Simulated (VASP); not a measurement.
# GaP (F-43m) in VASP: a series of runs, part 2 of 3

VASP 6.6.1. The steps go on from the part before.

## Step 3: G0W0 quasiparticle levels, PBE

The input, POSCAR:

```
GaP
1.0
    0.0000000000      2.7252500000      2.7252500000
    2.7252500000      0.0000000000      2.7252500000
    2.7252500000      2.7252500000      0.0000000000
Ga P
1 1
Direct
    0.0000000000      0.0000000000      0.0000000000
    0.7500000000      0.7500000000      0.7500000000
```

The input, INCAR.step1:

```
PREC = Accurate ; ENCUT = 450
EDIFF = 1E-8 ; ISMEAR = 0
SIGMA = 0.01 ; LREAL = False
LASPH = True ; NELM = 100
ALGO = Fast ; LWAVE = True
LCHARG = False ; GGA = PE
```

The input, INCAR.step2:

```
PREC = Accurate ; ENCUT = 450
EDIFF = 1E-8 ; ISMEAR = 0
SIGMA = 0.01 ; LREAL = False
LASPH = True ; NELM = 1
ALGO = Exact ; LWAVE = True
LCHARG = False ; GGA = PE
NBANDS = 33 ; LOPTICS = True
ISTART = 1
```

The input, INCAR.step3:

```
PREC = Accurate ; ENCUT = 450
EDIFF = 1E-8 ; ISMEAR = 0
SIGMA = 0.01 ; LREAL = False
LASPH = True ; ALGO = EVGW0
LWAVE = False ; LCHARG = False
GGA = PE ; NELMGW = 1
NBANDS = 33 ; ENCUTGW = 50
NOMEGA = 48 ; PRECFOCK = Fast
ISTART = 1 ; NBANDSGW = 17
```

The input, KPOINTS:

```
Automatic mesh
0
Gamma
  3 3 3
```

Potentials or basis: VASP PAW PBE potentials, release 64 (Ga_d_GW, P_GW).

Started as:

```console
$ cat potpaw_PBE.64/Ga_d_GW/POTCAR potpaw_PBE.64/P_GW/POTCAR > POTCAR
$ cp INCAR.step1 INCAR
$ mpirun -np 1 vasp_std > vasp.out
$ cp INCAR.step2 INCAR
$ mpirun -np 1 vasp_std > vasp.out
$ cp INCAR.step3 INCAR
$ mpirun -np 1 vasp_std > vasp.out
```

OUTCAR:

```text
PREC = Accurate
   ENCUT = 450
   EDIFF = 1E-8
   ISMEAR = 0
   LREAL = False
   LASPH = True
   GGA = PE
   NELMGW = 1
   ENCUTGW = 50
   PRECFOCK = Fast
   ISTART = 1

 Found      4 irreducible k-points:

 Following reciprocal coordinates:
            Coordinates               Weight
  0.000000  0.000000  0.000000      1.000000
  0.333333  0.000000  0.000000      8.000000
  0.333333  0.333333  0.000000      6.000000
 -0.333333  0.333333  0.000000     12.000000
   k-points           NKPTS =      4   k-points in BZ     NKDIM =     27   number of bands    NBANDS=     33
   number of dos      NEDOS =    301   number of ions     NIONS =      2
   total plane-waves  NPLWV =  21952
   dimension x,y,z NGX =    28 NGY =   28 NGZ =   28
   dimension x,y,z NGXF=    56 NGYF=   56 NGZF=   56
   ions per type =               1   1
   NGX,Y,Z   is equivalent  to a cutoff of  12.08, 12.08, 12.08 a.u.
   NGXF,Y,Z  is equivalent  to a cutoff of  24.16, 24.16, 24.16 a.u.
 SYSTEM =  unknown system
   PREC   = accura    normal or accurate (medium, high low for compatibility)
   ISTART =      1    job   : 0-new  1-cont  2-samecut
   ICHARG =      0    charge: 1-file 2-atom 10-const
   ISPIN  =      1    spin polarized calculation?
   LNONCOLLINEAR =      F non collinear calculations
   LSORBIT =      F    spin-orbit coupling
   LASPH  =      T    aspherical Exc in radial PAW
   ENCUT  =  450.0 eV  33.07 Ry    5.75 a.u.   6.67  6.67  6.67*2*pi/ulx,y,z
   NELM   =     60;   NELMIN=  2; NELMDL=  0     # of ELM steps
   EDIFF  = 0.1E-07   stopping-criterion for ELM
   LREAL  =      F    real-space projection
   EDIFFG = 0.1E-06   stopping-criterion for IOM
   NSW    =      0    number of steps for IOM
   IBRION =     -1    ionic relax: 0-MD 1-quasi-New 2-CG
   NFREE  =      0    steps in history (QN), initial steepest desc. (CG)
   ISIF   =      0    stress and relaxation
   ISYM   =      3    0-nonsym 1-usesym 2-fastsym
   POTIM  = 0.5000    time-step for ionic-motion
   TEBEG  =    0.0;   TEEND  =   0.0 temperature during run
   PSTRESS=    0.0 pullay stress
   NELECT =      18.0000    total number of electrons
   NUPDOWN=      -1.0000    fix difference up-down
   EMIN   =  10.00;   EMAX   =-10.00  energy-range for DOS
   EFERMI =   0.00;   METHOD = LEGACY
   ISMEAR =     0;   SIGMA  =   0.01  broadening in eV -4-tet -1-fermi 0-gaus
   EFERMI_NEDOS =   21; number of points for ismear=-14 and -15
   IALGO  =     38    algorithm
   IMIX   =      4    mixing-type and parameters
     AMIX     =   0.40;   BMIX     =  1.00
     AMIX_MAG =   1.60;   BMIX_MAG =  1.00
  volume/ion in A,a.u.               =      20.24       136.59
  Fermi-wavevector in a.u.,A,eV,Ry     =   1.249538  2.361284 21.243377  1.561344
  Thomas-Fermi vector in A             =   2.383574
   LORBIT       =      0    0 simple, 1 ext, 2 COOP (PROOUT), +10 PAW based schemes
   GGA     = PE    functional components
   LHFCALC =     T    Hartree Fock is set to
   PRECFOCK=fast      Normal, Fast or Accurate (Low or Medium for compatibility)
   ENCUT4O =  -1.0   cutoff for four orbital integrals eV
   NKREDX  =     1    reduce k-point grid by
   NKREDY  =     1    reduce k-point grid by
   NKREDZ  =     1    reduce k-point grid by
   AEXX    =    1.0000 exact exchange contribution
   HFSCREEN=    0.0000 screening length (either q_TF or 0.3 A-1)
   HFSCREENC=   0.0000 screening length for correlation (either q_TF or 0.3 A-1)
   ENCUTFOCK=  -1.0 apply spherical cutoff to Coloumb kernel
   IVDW    =     0    specifies the selected vdW correction
   LEPSILON=     F    determine dielectric tensor
   LRPA    =     F    only Hartree local field effects (RPA)
   LRPAFORCE           =     F    calculate RPA forces
   ENCUTGW             =  50.0    cutoff for response function in eV
   ENCUTGWSOFT         =  40.0    soft cutoff for Coulomb kernel in GW response function in eV
   ENCUTLF             =  -1.0    cutoff for local field effects
   NELMGW              =     1    number of iterations in solving QP/BSE equation
   NELMHF              =     1    number of iterations in the inner HF iteration
   NKREDLFX            =     1    NKREDLFY  =   1   NKREDLFZ  =   1
 non-spin polarized calculation
 Gauss-broadening in eV      SIGMA  =   0.01
  energy-cutoff  :      450.00
  volume of cell :       40.48
 maximum number of plane-waves:       893
 NGX is ok and might be reduce to    28
  NGX = 16; NGY = 16; NGZ = 16
   NGX = 13   NGY = 13   NGZ = 13
 maximum number of plane-waves:        34
 NGX is ok and might be reduce to    10

 QP shifts <psi_nk| G(iteration)W_0 |psi_nk>: iteration 1
 for sc-GW calculations column KS-energies equals QP-energies in previous step
 and V_xc(KS)=  KS-energies - (<T + V_ion + V_H > + <T+V_H+V_ion>^1  + <V_x>^1)

 k-point   1 :       0.0000    0.0000    0.0000
  band No.  KS-energies  QP-energies   sigma(KS)   V_xc(KS)     V^pw_x(r,r')   Z            occupation Imag(sigma)

      1     -10.1855     -13.8397     -26.9843     -21.6845     -35.0252       0.6895       2.0000       0.2642
      2     -10.1855     -13.8397     -26.9843     -21.6845     -35.0252       0.6895       2.0000       0.2642
      3     -10.1855     -13.8397     -26.9843     -21.6845     -35.0252       0.6895       2.0000       0.2642
      4     -10.0899     -13.7935     -27.1570     -21.8031     -35.1436       0.6918       2.0000       0.2279
      5     -10.0899     -13.7935     -27.1570     -21.8031     -35.1436       0.6918       2.0000       0.2279
      6      -8.0299      -8.1387     -11.5063     -11.3535     -18.6291       0.7123       2.0000       1.2444
[... 9 lines left out ...]
     16      14.1509      14.9706      -9.7521     -10.8284      -4.9890       0.7616       0.0000      -0.2579
     17      16.8528      17.1504      -7.7858      -8.1664      -2.3911       0.7819       0.0000      -0.5390

 k-point   2 :       0.3333    0.0000    0.0000
  band No.  KS-energies  QP-energies   sigma(KS)   V_xc(KS)     V^pw_x(r,r')   Z            occupation Imag(sigma)

      1     -10.2449     -13.7913     -26.5447     -21.4019     -34.6068       0.6896       2.0000       0.2970
      2     -10.1656     -13.8426     -27.0310     -21.7194     -35.0663       0.6923       2.0000       0.2626
      3     -10.1656     -13.8426     -27.0310     -21.7194     -35.0663       0.6923       2.0000       0.2626
      4     -10.0862     -13.8108     -27.1669     -21.8122     -35.1585       0.6956       2.0000       0.2268
      5     -10.0862     -13.8108     -27.1669     -21.8122     -35.1585       0.6956       2.0000       0.2268
      6      -6.7233      -6.8679     -12.1607     -11.9516     -18.9041       0.6920       2.0000       0.9636
[... 9 lines left out ...]
     16      14.1473      14.4410      -7.7802      -8.1523      -2.6893       0.7892       0.0000      -0.3853
     17      19.2487      19.9545      -8.7765      -9.7041      -3.0812       0.7609       0.0000      -0.7380

 k-point   3 :       0.3333    0.3333    0.0000
  band No.  KS-energies  QP-energies   sigma(KS)   V_xc(KS)     V^pw_x(r,r')   Z            occupation Imag(sigma)

      1     -10.2749     -13.7854     -26.4935     -21.3727     -34.5686       0.6855       2.0000       0.3010
      2     -10.1380     -13.8551     -27.1147     -21.7800     -35.1478       0.6968       2.0000       0.2595
      3     -10.1380     -13.8551     -27.1147     -21.7800     -35.1478       0.6968       2.0000       0.2595
      4     -10.1153     -13.7807     -27.0549     -21.7282     -35.0419       0.6881       2.0000       0.2307
      5     -10.0738     -13.8224     -27.1925     -21.8336     -35.1855       0.6995       2.0000       0.2237
      6      -6.2578      -6.3962     -12.2129     -12.0133     -18.7791       0.6935       2.0000       0.8849
[... 9 lines left out ...]
     16      18.8867      19.5572      -8.5187      -9.3929      -2.9341       0.7670       0.0000      -0.6838
     17      19.8687      20.7931      -9.7941     -11.0084      -3.9445       0.7613       0.0000      -0.9137

 k-point   4 :      -0.3333    0.3333    0.0000
  band No.  KS-energies  QP-energies   sigma(KS)   V_xc(KS)     V^pw_x(r,r')   Z            occupation Imag(sigma)

      1     -10.2739     -13.7781     -26.4415     -21.3467     -34.5251       0.6878       2.0000       0.3078
      2     -10.1480     -13.8484     -27.0732     -21.7434     -35.0963       0.6943       2.0000       0.2564
      3     -10.1366     -13.8618     -27.1152     -21.7834     -35.1500       0.6987       2.0000       0.2597
      4     -10.1004     -13.7966     -27.1185     -21.7746     -35.1095       0.6917       2.0000       0.2281
      5     -10.0831     -13.8194     -27.1647     -21.8123     -35.1572       0.6981       2.0000       0.2245
      6      -5.2808      -5.4352     -12.8614     -12.6406     -19.1783       0.6993       2.0000       0.7497
[... 9 lines left out ...]
     16      19.4742      20.0872      -8.3919      -9.1973      -2.7823       0.7611       0.0000      -0.6835
     17      20.2154      21.1623      -9.3940     -10.6356      -3.3956       0.7627       0.0000      -0.9084
```

It took 23 s on 1 thread of Intel Xeon 6975P-C (Granite Rapids), shared host; peak memory 0.24 GiB.

The run converged, but some of its settings lie outside the range that counts as converged, so its numbers aren't taken as properties of the crystal.

What came out:

- Band gap on the k mesh, mean-field level: 1.70 eV, indirect (least direct gap 1.80 eV)
- Quasiparticle gap: 2.10 eV
- Least direct quasiparticle gap: 2.74 eV

Caveat: the k mesh is coarse (spacing up to 0.67 Å⁻¹), so the values aren't converged; bands, screening cutoff and mesh are small and nothing is extrapolated, so the quasiparticle values aren't converged; an odd mesh through Γ misses points on the zone boundary, where band edges often lie.

## Step 4: G0W0 quasiparticle levels, PBE

POSCAR is that of step 3.

INCAR.step1 is that of step 3.

Changes to INCAR.step2 since step 3:

```diff
@@ -6,3 +6,3 @@
 LCHARG = False ; GGA = PE
-NBANDS = 33 ; LOPTICS = True
+NBANDS = 21 ; LOPTICS = True
 ISTART = 1
```

Changes to INCAR.step3 since step 3:

```diff
@@ -6,3 +6,3 @@
 GGA = PE ; NELMGW = 1
-NBANDS = 33 ; ENCUTGW = 50
+NBANDS = 21 ; ENCUTGW = 150
 NOMEGA = 48 ; PRECFOCK = Fast
```

KPOINTS is that of step 3.

Potentials or basis: VASP PAW PBE potentials, release 64 (Ga_d_GW, P_GW).

Started as:

```console
$ cat potpaw_PBE.64/Ga_d_GW/POTCAR potpaw_PBE.64/P_GW/POTCAR > POTCAR
$ cp INCAR.step1 INCAR
$ mpirun -np 1 vasp_std > vasp.out
$ cp INCAR.step2 INCAR
$ mpirun -np 1 vasp_std > vasp.out
$ cp INCAR.step3 INCAR
$ mpirun -np 1 vasp_std > vasp.out
```

OUTCAR:

```text
PREC = Accurate
   ENCUT = 450
   EDIFF = 1E-8
   ISMEAR = 0
   LREAL = False
   LASPH = True
   GGA = PE
   NELMGW = 1
   ENCUTGW = 150
   PRECFOCK = Fast
   ISTART = 1

 Found      4 irreducible k-points:

 Following reciprocal coordinates:
            Coordinates               Weight
  0.000000  0.000000  0.000000      1.000000
  0.333333  0.000000  0.000000      8.000000
  0.333333  0.333333  0.000000      6.000000
 -0.333333  0.333333  0.000000     12.000000
   k-points           NKPTS =      4   k-points in BZ     NKDIM =     27   number of bands    NBANDS=     21
   number of dos      NEDOS =    301   number of ions     NIONS =      2
   total plane-waves  NPLWV =  21952
   dimension x,y,z NGX =    28 NGY =   28 NGZ =   28
   dimension x,y,z NGXF=    56 NGYF=   56 NGZF=   56
   ions per type =               1   1
   NGX,Y,Z   is equivalent  to a cutoff of  12.08, 12.08, 12.08 a.u.
   NGXF,Y,Z  is equivalent  to a cutoff of  24.16, 24.16, 24.16 a.u.
 SYSTEM =  unknown system
   PREC   = accura    normal or accurate (medium, high low for compatibility)
   ISTART =      1    job   : 0-new  1-cont  2-samecut
   ICHARG =      0    charge: 1-file 2-atom 10-const
   ISPIN  =      1    spin polarized calculation?
   LNONCOLLINEAR =      F non collinear calculations
   LSORBIT =      F    spin-orbit coupling
   LASPH  =      T    aspherical Exc in radial PAW
   ENCUT  =  450.0 eV  33.07 Ry    5.75 a.u.   6.67  6.67  6.67*2*pi/ulx,y,z
   NELM   =     60;   NELMIN=  2; NELMDL=  0     # of ELM steps
   EDIFF  = 0.1E-07   stopping-criterion for ELM
   LREAL  =      F    real-space projection
   EDIFFG = 0.1E-06   stopping-criterion for IOM
   NSW    =      0    number of steps for IOM
   IBRION =     -1    ionic relax: 0-MD 1-quasi-New 2-CG
   NFREE  =      0    steps in history (QN), initial steepest desc. (CG)
   ISIF   =      0    stress and relaxation
   ISYM   =      3    0-nonsym 1-usesym 2-fastsym
   POTIM  = 0.5000    time-step for ionic-motion
   TEBEG  =    0.0;   TEEND  =   0.0 temperature during run
   PSTRESS=    0.0 pullay stress
   NELECT =      18.0000    total number of electrons
   NUPDOWN=      -1.0000    fix difference up-down
   EMIN   =  10.00;   EMAX   =-10.00  energy-range for DOS
   EFERMI =   0.00;   METHOD = LEGACY
   ISMEAR =     0;   SIGMA  =   0.01  broadening in eV -4-tet -1-fermi 0-gaus
   EFERMI_NEDOS =   21; number of points for ismear=-14 and -15
   IALGO  =     38    algorithm
   IMIX   =      4    mixing-type and parameters
     AMIX     =   0.40;   BMIX     =  1.00
     AMIX_MAG =   1.60;   BMIX_MAG =  1.00
  volume/ion in A,a.u.               =      20.24       136.59
  Fermi-wavevector in a.u.,A,eV,Ry     =   1.249538  2.361284 21.243377  1.561344
  Thomas-Fermi vector in A             =   2.383574
   LORBIT       =      0    0 simple, 1 ext, 2 COOP (PROOUT), +10 PAW based schemes
   GGA     = PE    functional components
   LHFCALC =     T    Hartree Fock is set to
   PRECFOCK=fast      Normal, Fast or Accurate (Low or Medium for compatibility)
   ENCUT4O =  -1.0   cutoff for four orbital integrals eV
   NKREDX  =     1    reduce k-point grid by
   NKREDY  =     1    reduce k-point grid by
   NKREDZ  =     1    reduce k-point grid by
   AEXX    =    1.0000 exact exchange contribution
   HFSCREEN=    0.0000 screening length (either q_TF or 0.3 A-1)
   HFSCREENC=   0.0000 screening length for correlation (either q_TF or 0.3 A-1)
   ENCUTFOCK=  -1.0 apply spherical cutoff to Coloumb kernel
   IVDW    =     0    specifies the selected vdW correction
   LEPSILON=     F    determine dielectric tensor
   LRPA    =     F    only Hartree local field effects (RPA)
   LRPAFORCE           =     F    calculate RPA forces
   ENCUTGW             = 150.0    cutoff for response function in eV
   ENCUTGWSOFT         = 120.0    soft cutoff for Coulomb kernel in GW response function in eV
   ENCUTLF             =  -1.0    cutoff for local field effects
   NELMGW              =     1    number of iterations in solving QP/BSE equation
   NELMHF              =     1    number of iterations in the inner HF iteration
   NKREDLFX            =     1    NKREDLFY  =   1   NKREDLFZ  =   1
 non-spin polarized calculation
 Gauss-broadening in eV      SIGMA  =   0.01
  energy-cutoff  :      450.00
  volume of cell :       40.48
 maximum number of plane-waves:       893
 NGX is ok and might be reduce to    28
  NGX = 16; NGY = 16; NGZ = 16
   NGX = 13   NGY = 13   NGZ = 13
 maximum number of plane-waves:       172

 QP shifts <psi_nk| G(iteration)W_0 |psi_nk>: iteration 1
 for sc-GW calculations column KS-energies equals QP-energies in previous step
 and V_xc(KS)=  KS-energies - (<T + V_ion + V_H > + <T+V_H+V_ion>^1  + <V_x>^1)

 k-point   1 :       0.0000    0.0000    0.0000
  band No.  KS-energies  QP-energies   sigma(KS)   V_xc(KS)     V^pw_x(r,r')   Z            occupation Imag(sigma)

      1     -10.1855     -13.1590     -26.1378     -21.6845     -35.0252       0.6677       2.0000       0.3432
      2     -10.1855     -13.1590     -26.1378     -21.6845     -35.0252       0.6677       2.0000       0.3432
      3     -10.1855     -13.1590     -26.1378     -21.6845     -35.0252       0.6677       2.0000       0.3432
      4     -10.0899     -13.0909     -26.3080     -21.8031     -35.1436       0.6662       2.0000       0.3188
      5     -10.0899     -13.0909     -26.3080     -21.8031     -35.1436       0.6662       2.0000       0.3188
      6      -8.0299      -7.9758     -11.2783     -11.3535     -18.6291       0.7189       2.0000       1.3478
[... 9 lines left out ...]
     16      14.1509      15.5935      -8.9611     -10.8284      -4.9890       0.7726       0.0000      -0.3055
     17      16.8528      17.7071      -7.0926      -8.1664      -2.3911       0.7956       0.0000      -0.5529

 k-point   2 :       0.3333    0.0000    0.0000
  band No.  KS-energies  QP-energies   sigma(KS)   V_xc(KS)     V^pw_x(r,r')   Z            occupation Imag(sigma)

      1     -10.2449     -13.1284     -25.7204     -21.4019     -34.6068       0.6677       2.0000       0.3802
      2     -10.1656     -13.1564     -26.1829     -21.7194     -35.0663       0.6700       2.0000       0.3429
      3     -10.1656     -13.1564     -26.1829     -21.7194     -35.0663       0.6700       2.0000       0.3429
      4     -10.0862     -13.1031     -26.3183     -21.8122     -35.1585       0.6695       2.0000       0.3159
      5     -10.0862     -13.1031     -26.3183     -21.8122     -35.1585       0.6695       2.0000       0.3159
      6      -6.7233      -6.7171     -11.9426     -11.9516     -18.9041       0.6839       2.0000       1.0249
[... 9 lines left out ...]
     16      14.1473      14.9684      -7.1223      -8.1523      -2.6893       0.7972       0.0000      -0.3916
     17      19.2487      20.6917      -7.8420      -9.7041      -3.0812       0.7749       0.0000      -0.7764

 k-point   3 :       0.3333    0.3333    0.0000
  band No.  KS-energies  QP-energies   sigma(KS)   V_xc(KS)     V^pw_x(r,r')   Z            occupation Imag(sigma)

      1     -10.2749     -13.1309     -25.6708     -21.3727     -34.5686       0.6645       2.0000       0.3837
      2     -10.1380     -13.1611     -26.2648     -21.7800     -35.1478       0.6741       2.0000       0.3390
      3     -10.1380     -13.1611     -26.2648     -21.7800     -35.1478       0.6741       2.0000       0.3390
      4     -10.1153     -13.0868     -26.2106     -21.7282     -35.0419       0.6629       2.0000       0.3168
      5     -10.0738     -13.1059     -26.3427     -21.8336     -35.1855       0.6725       2.0000       0.3175
      6      -6.2578      -6.2545     -12.0084     -12.0133     -18.7791       0.6871       2.0000       0.9387
[... 9 lines left out ...]
     16      18.8867      20.3172      -7.5629      -9.3929      -2.9341       0.7817       0.0000      -0.7128
     17      19.8687      21.5201      -8.8828     -11.0084      -3.9445       0.7769       0.0000      -1.0281

 k-point   4 :      -0.3333    0.3333    0.0000
  band No.  KS-energies  QP-energies   sigma(KS)   V_xc(KS)     V^pw_x(r,r')   Z            occupation Imag(sigma)

      1     -10.2739     -13.1241     -25.6229     -21.3467     -34.5251       0.6665       2.0000       0.3931
      2     -10.1480     -13.1578     -26.2249     -21.7434     -35.0963       0.6716       2.0000       0.3367
      3     -10.1366     -13.1644     -26.2646     -21.7834     -35.1500       0.6757       2.0000       0.3392
      4     -10.1004     -13.0961     -26.2717     -21.7746     -35.1095       0.6661       2.0000       0.3163
      5     -10.0831     -13.1068     -26.3164     -21.8123     -35.1572       0.6713       2.0000       0.3146
      6      -5.2808      -5.3092     -12.6816     -12.6406     -19.1783       0.6927       2.0000       0.7914
[... 9 lines left out ...]
     16      19.4742      20.8606      -7.4141      -9.1973      -2.7823       0.7774       0.0000      -0.7118
     17      20.2154      21.9169      -8.4460     -10.6356      -3.3956       0.7771       0.0000      -0.9870
```

Wall time 22 s (1 thread of Intel Xeon 6975P-C (Granite Rapids), shared host); peak memory 0.24 GiB.

The run converged, but some of its settings lie outside the range that counts as converged, so its numbers aren't taken as properties of the crystal.

What came out:

| Quantity | Value |
| --- | --- |
| Band gap on the k mesh, mean-field level | 1.70 eV, indirect (least direct gap 1.80 eV) |
| Quasiparticle gap | 2.24 eV |
| Least direct quasiparticle gap | 2.82 eV |

Caveat: the k mesh is coarse (spacing up to 0.67 Å⁻¹), so the values aren't converged; bands, screening cutoff and mesh are small and nothing is extrapolated, so the quasiparticle values aren't converged; an odd mesh through Γ misses points on the zone boundary, where band edges often lie.

(Part 2 of 3 ends here.)
